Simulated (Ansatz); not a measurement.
A distorted cell of LaAlO₃ (cubic perovskite):

```
LaAlO3
1.0
    3.77165     0.00000     0.00000
    0.00000     3.77165     0.00000
    0.00000     0.00000     3.77165
La Al O
1 1 3
Direct
  0.50000   0.50000   0.50000
  0.00000   0.00000   0.00000
  0.00000   0.50000   0.95970
  0.50000   0.00000   0.00000
  0.00000   0.00000   0.50000
```

All values below come from PBEsol (plane waves to 420 eV, PAW, scalar-relativistic; Ansatz, a first-principles code). k mesh 7×7×7 (Γ-centred), Fermi-Dirac smearing 0.05 eV. E stands for the smeared free energy. Compression counts positive. LaAlO3 is run without spin polarisation. LaAlO3 was relaxed with its symmetry unable to fall. This is a high-temperature form of LaAlO3.

What forces act on the atoms (eV/Å, Cartesian)?


```json
[
 {"atom": "La1", "Fx": "0.000", "Fy": "0.000", "Fz": "0.029"},
 {"atom": "Al2", "Fx": "0.000", "Fy": "0.000", "Fz": "-0.235"},
 {"atom": "O3", "Fx": "0.000", "Fy": "0.000", "Fz": "0.851"},
 {"atom": "O4", "Fx": "0.000", "Fy": "0.000", "Fz": "0.148"},
 {"atom": "O5", "Fx": "0.000", "Fy": "0.000", "Fz": "-0.793"}
]
```

Give the stress tensor in GPa and the pressure.


```
   0.36     0.00     0.00
   0.00     0.33     0.00
   0.00     0.00     0.66
```
The pressure, a third of the trace, is 0.45 GPa.

In it atom 3 sits (0.000, 0.000, -0.152) Å away from its relaxed site. What is its energy relative to the relaxed cell?

64 meV/cell.

(For displaced atoms, the force is minus the slope of the energy, and its curvature is a force constant, which sets phonon frequencies.)
